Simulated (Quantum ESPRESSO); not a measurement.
Runs of Quantum ESPRESSO 7.5 on Bi. The cell holds a slab with vacuum, 3 atoms: a = 4.539 Å, b = 4.539 Å, c = 26.829 Å, α = 90.00°, β = 90.00°, γ = 120.00°. The slab is cut from a database's or a generator's crystal, which needn't be the stable form of the element.

| k mesh | mesh quality | gap on the mesh (eV) | largest force (eV/Å) | work function (eV) |
| --- | --- | --- | --- | --- |
| 6 × 6 × 1 | not flagged | none | 0.03 | 4.80 |
| 7 × 7 × 1 | not flagged | none | 0.03 | 4.79 |
| 4 × 4 × 1 | coarse | none | 0.02 | 4.76 |
| 9 × 9 × 1 | not flagged | none | 0.03 | (a) |
| 5 × 5 × 1 | coarse | none | (b) | 4.77 |

Alike in all rows: task work function; level PBE; potentials or basis PseudoDojo 0.4.1 SR PBE standard; no spin polarisation; cell as given; cutoff (eV) 898; smearing fermi-dirac 0.05 eV.

**Question.** Fill in the values left out.

**Answer.** (a) 4.78; (b) 0.05.

Caveats: some runs use coarse meshes; spin-orbit coupling is left out, which moves the levels of the heavy elements.

A k mesh can miss the band edges, and the runs leave out spin-orbit coupling on Bi.

A gap of «none» marks a metal or a gap under the smearing width.
